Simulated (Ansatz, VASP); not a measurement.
# InP: VASP beside Ansatz, part 2 of 2

One calculation is typed for both programs; each brings its own data sets and cutoff. How far apart do they land?  Other levels of theory on this material are compared in a session of their own.

VASP 6.6.1 and Ansatz 0.2.0.

So far: The starting structure; Ansatz: band structure, PBE, spin-orbit coupling; VASP: band structure, PBE, spin-orbit coupling.

## Step 3: VASP: band structure, PBE, spin-orbit coupling (continued)

Level of this step: PBE, spin-orbit coupling; plane waves and PAW (In_d, P) (VASP).

Numbers of over 12 decimals in the logs are rounded to 6 here.

Parts of OUTCAR (step 3):

```text
ion  position               nearest neighbor table
   1  0.000  0.000  0.000-   2 2.54   2 2.54   2 2.54   2 2.54
   2  0.250  0.250  0.250-   1 2.54   1 2.54   1 2.54   1 2.54

  LATTYP: Found a face centered cubic cell.
 ALAT       =     5.8687000000

 Subroutine GETGRP returns: Found 24 space group operations
 (whereof 24 operations were pure point group operations)

The static configuration has the point symmetry T_d .

 Found     22 irreducible k-points:

   k-points           NKPTS =     22   k-points in BZ     NKDIM =     22   number of bands    NBANDS=     30

   dimension x,y,z NGX =    28 NGY =   28 NGZ =   28
   dimension x,y,z NGXF=    56 NGYF=   56 NGZF=   56

   ENCUT  =  400.0 eV  29.40 Ry    5.42 a.u.   6.77  6.77  6.77*2*pi/ulx,y,z

   NELECT =      18.0000    total number of electrons

 k-points in reciprocal lattice and weights: Automatic mesh
   0.00000000  0.00000000  0.00000000       0.005
   0.16666667  0.00000000  0.00000000       0.019
  -0.16666667  0.00000000  0.00000000       0.019
   0.33333333  0.00000000  0.00000000       0.019
  -0.33333333  0.00000000  0.00000000       0.019
   0.50000000  0.00000000  0.00000000       0.019
   0.16666667  0.16666667  0.00000000       0.028
   0.33333333  0.16666667  0.00000000       0.056
  -0.33333333 -0.16666667  0.00000000       0.056
[...]
-0.33333333  0.33333333  0.16666667       0.111
  -0.33333333  0.50000000  0.16666667       0.056

 average (electrostatic) potential at core
       1 -95.6825       2 -82.7610

 E-fermi :   5.2735

 k-point     1 :       0.0000    0.0000    0.0000
  band No.  band energies     occupation
    ...
     14       5.0849      1.00000
     15       5.1810      1.00000
     16       5.1810      1.00000
     17       5.1810      1.00000
     18       5.1810      1.00000
     19       5.8405      0.00000
     20       5.8405      0.00000
     21       8.9391      0.00000
     22       8.9391      0.00000
     23       9.3847      0.00000
    ...

 k-point     2 :       0.1667    0.0000    0.0000
  band No.  band energies     occupation
    ...
     14       2.9695      1.00000
     15       4.8052      1.00000
     16       4.8052      1.00000
     17       4.8805      1.00000
     18       4.8936      1.00000
     19       6.9346      0.00000
     20       6.9346      0.00000
     21       9.4397      0.00000
     22       9.4397      0.00000
     23       9.7338      0.00000
    ...

 k-point     3 :      -0.1667    0.0000    0.0000
  band No.  band energies     occupation
    ...
     14       2.9695      1.00000
     15       4.8052      1.00000
     16       4.8052      1.00000
     17       4.8805      1.00000
     18       4.8936      1.00000
     19       6.9346      0.00000
     20       6.9346      0.00000
     21       9.4397      0.00000
     22       9.4397      0.00000
     23       9.7337      0.00000
    ...

  Total        0.9238798      0.9238798      0.9238798      0.0000000      0.0000000     -0.0000000
  in kB       29.2927610     29.2927610     29.2927610      0.0000000      0.0000000     -0.0000000
  external PRESSURE =      29.2927610 kB  Pullay stress =       0.0000000 kB

  energy-cutoff  :      400.00
  volume of cell :       50.53
      direct lattice vectors                 reciprocal lattice vectors
     0.000000000  2.934350000  2.934350000    -0.170395488  0.170395488  0.170395488
     2.934350000  0.000000000  2.934350000     0.170395488 -0.170395488  0.170395488
     2.934350000  2.934350000  0.000000000     0.170395488  0.170395488 -0.170395488

 POSITION                                       TOTAL-FORCE (eV/Angst)
 -----------------------------------------------------------------------------------
      0.00000      0.00000      0.00000         0.000000      0.000000      0.000000
      1.46717      1.46717      1.46717        -0.000000     -0.000000     -0.000000
 -----------------------------------------------------------------------------------
    total drift:                                0.000000      0.000000      0.000000

  FREE ENERGIE OF THE ION-ELECTRON SYSTEM (eV)
  ---------------------------------------------------
  free  energy   TOTEN  =        -8.4100869363 eV

  energy  without entropy=       -8.4100869363  energy(sigma->0) =       -8.41008694

 Spin-Orbit-Coupling matrix elements
 Ion:    1  E_soc:     -0.0715497
 Ion:    2  E_soc:     -0.0010879

 total charge
# of ion       s       p       d       tot
------------------------------------------
    1        0.825   0.766   9.900  11.491
    2        1.029   1.497   0.000   2.526
--------------------------------------------------
tot          1.854   2.263   9.900  14.017

 magnetization (x)
# of ion       s       p       d       tot
------------------------------------------
    1        0.000  -0.000   0.000  -0.000
    2        0.000   0.000   0.000   0.000
--------------------------------------------------
tot          0.000   0.000   0.000   0.000

 magnetization (y)
# of ion       s       p       d       tot
------------------------------------------
    1        0.000   0.000   0.000   0.000
    2        0.000   0.000   0.000   0.000
--------------------------------------------------
tot          0.000   0.000   0.000   0.000

 magnetization (z)
# of ion       s       p       d       tot
------------------------------------------
    1       -0.000  -0.000   0.000  -0.000
    2        0.000  -0.000   0.000  -0.000
--------------------------------------------------
tot          0.000  -0.000   0.000  -0.000

[... 3 further parts left out ...]
```

At this level the cell is under a pressure of 2.9 GPa, so at these settings it is away from equilibrium.

## Step 4: Differences

Known differences besides the potentials themselves: spin-orbit coupling enters by fully relativistic files in Ansatz and inside the spheres in VASP; the cutoff is 420 eV in Ansatz and 400 eV in VASP. Total energies have different zeros and are not compared.

Both answers:

```
                     quantity  Ansatz   VASP  difference
               pressure (GPa)    2.97   2.93       +0.04
gap over the path points (eV)   0.664  0.659      +0.004
```

Levels at points of the path, from each program's valence-band top (eV; 6 filled, then empty):

```
k (reciprocal lattice)                                                             Ansatz                                                               VASP
     0.000 0.000 0.000      -0.10 -0.10 0.00 0.00 0.00 0.00 0.66 0.66 3.74 3.74 4.20 4.20      -0.10 -0.10 0.00 0.00 0.00 0.00 0.66 0.66 3.76 3.76 4.20 4.20
     0.167 0.000 0.167  -2.18 -2.18 -0.88 -0.88 -0.81 -0.81 2.61 2.61 3.08 3.08 5.13 5.13  -2.18 -2.18 -0.88 -0.88 -0.80 -0.80 2.61 2.61 3.08 3.08 5.14 5.14
     0.333 0.000 0.333  -4.47 -4.47 -1.97 -1.97 -1.88 -1.88 2.02 2.02 2.82 2.82 7.41 7.41  -4.47 -4.47 -1.97 -1.97 -1.88 -1.88 2.02 2.02 2.82 2.82 7.43 7.43
     0.500 0.000 0.500  -5.76 -5.76 -2.39 -2.39 -2.29 -2.29 1.74 1.74 2.24 2.24 9.15 9.15  -5.76 -5.76 -2.39 -2.39 -2.29 -2.29 1.74 1.74 2.24 2.24 9.16 9.16
     0.500 0.083 0.583  -5.73 -5.72 -2.60 -2.53 -2.47 -2.46 2.15 2.20 2.63 2.64 8.27 8.31  -5.73 -5.73 -2.60 -2.52 -2.47 -2.46 2.15 2.20 2.63 2.63 8.29 8.32
     0.500 0.183 0.683  -5.64 -5.63 -2.96 -2.87 -2.82 -2.78 3.47 3.53 3.79 3.80 6.32 6.49  -5.65 -5.64 -2.96 -2.87 -2.82 -2.78 3.47 3.53 3.79 3.80 6.33 6.49
     0.500 0.250 0.750  -5.62 -5.61 -3.05 -2.97 -2.92 -2.86 4.26 4.26 4.32 4.35 5.39 5.63  -5.62 -5.61 -3.05 -2.97 -2.92 -2.86 4.26 4.26 4.32 4.35 5.40 5.63
     0.450 0.300 0.750  -5.62 -5.60 -3.23 -3.14 -2.56 -2.48 3.35 3.40 4.38 4.39 6.01 6.17  -5.62 -5.61 -3.23 -3.14 -2.56 -2.48 3.35 3.40 4.38 4.39 6.02 6.18
     0.408 0.342 0.750  -5.62 -5.61 -3.34 -3.25 -2.13 -2.08 2.56 2.59 4.35 4.37 6.87 6.98  -5.62 -5.61 -3.34 -3.25 -2.12 -2.08 2.55 2.59 4.35 4.37 6.88 6.99
     0.350 0.350 0.700  -5.55 -5.54 -3.45 -3.36 -1.81 -1.80 2.47 2.49 4.85 4.85 6.99 7.01  -5.56 -5.54 -3.45 -3.36 -1.81 -1.80 2.47 2.48 4.85 4.85 7.00 7.02
```

Among the levels compared at these points, filled levels agree within 5 meV and empty ones within 17 meV. Ansatz's pressure holds a Pulay correction of 0.04 GPa; VASP's holds none.

## Step 5: Results

- difference in gap over the path points (band structure, PBE, spin-orbit coupling): 0.0043 eV

The difference in gap over the path points is 0.0043 eV (band structure, PBE, spin-orbit coupling), within the 0.08 eV picked in this series as the mark of a large difference. 4 further runs of this series are not shown here. How closely two codes agree says nothing of how well the functional describes the real material.

[Lines on the potential files, build, host, timing and source positions are cut from VASP's logs without a mark.]

[Logs are printed without paths, hosts, clocks, repeated set-up lines and the standing remarks that a program may print on its own settings, such as how far it seeks lower states.]

[Hosts, paths, dates, database ids (printed as entryN), source tags and the programs' standing remarks are cut or masked in the printed files.]
